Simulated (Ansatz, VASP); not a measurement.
One calculation of BaS, two programs

File INCAR:

```
PREC     = Accurate       # precision mode
ENCUT    = 520            # plane-wave cutoff, eV
EDIFF    = 1E-6           # SCF threshold, eV
ISMEAR   = -1             # smearing method
SIGMA    = 0.02           # smearing width, eV
LREAL    = False          # projectors in reciprocal space
LASPH    = True           # aspherical terms in the spheres
NELM     = 80             # most SCF steps
ALGO     = Normal         # electronic algorithm
ISIF     = 2              # what is computed and relaxed
LWAVE    = False          # write WAVECAR
LCHARG   = False          # write CHGCAR
GGA      = PS             # functional
NBANDS   = 15             # bands
```

File KPOINTS:

```
Automatic mesh
0
Gamma
  8 8 8
```

POSCAR

```
BaS
1.0
    0.0958125000      3.2416562500      3.2416562500
    3.2416562500      0.0958125000      3.2416562500
    3.2416562500      3.2416562500      0.0958125000
Ba S
1 1
Direct
    0.0000000000      0.0000000000      0.0000000000
    0.5000000000      0.5000000000      0.5000000000
```

Input for Ansatz:

```yaml
crystal:
  lattice:
    - [0.0958125, 3.24165625, 3.24165625]
    - [3.24165625, 0.0958125, 3.24165625]
    - [3.24165625, 3.24165625, 0.0958125]
  atoms:
    - { symbol: Ba, position: [0.0, 0.0, 0.0] }
    - { symbol: S, position: [0.5, 0.5, 0.5] }
kpoints:
  mp_grid: { grid: [8, 8, 8] }
  band_path:
    path:
      - [0.0, 0.0, 0.0]
      - [0.5, 0.5, 0.5]
      - [0.2428775097, 0.5, 0.7571224903]
      - [-0.2428775097, 0.2428775097, 0.5]
      - [0.0, 0.0, 0.5]
      - [0.0, 0.0, 0.0]
      - [-0.3714387548, 0.0, 0.3714387548]
      - [0.0, 0.3714387548, 0.6285612452]
      - [0.0, 0.5, 0.5]
    npoints: 5
scf:
  occupations: { method: fermi_dirac, width: 0.02 }
hamiltonian:
  xc: pbesol
  pseudopotentials: { kind: all_electron, lapw: { basis_error: 0.00025 } }
output:
  forces: true
  stress: true
  eigenvalues: true
```

Change from the starting cell: equal xy, yz and zx shear strains of +3 %.

Alike in both runs: task single point; functional PBEsol; k mesh 8 × 8 × 8; occupations fermi-dirac, width 0.02 eV; no spin polarisation.

```csv
,VASP,Ansatz
version,VASP 6.6.1,Ansatz 0.2.0
potentials or method,"VASP PAW PBE potentials, release 64 (Ba_sv, S)","all-electron LAPW, scalar-relativistic"
plane-wave cutoff (eV),520,see its input
```

Ansatz gave:

```
gap on the k mesh at the Fermi level (eV)       : 2.03
pressure (GPa)                                  : -1.2
largest component of the traceless stress (GPa) : 0.61
```

**Question.** What did VASP give for the same quantities?

**Answer.** gap on the k mesh at the Fermi level (eV): 1.93; pressure (GPa): -0.6; largest component of the traceless stress (GPa): 0.61.

Ansatz ran all-electron here, so the differences hold the error of VASP's frozen core and of both bases.

Caveats: the PAW data sets were made with another functional, which shifts forces and pressure a little (VASP); spin-orbit coupling is left out, which moves the levels of the heavy elements. A k mesh can miss the band edges.
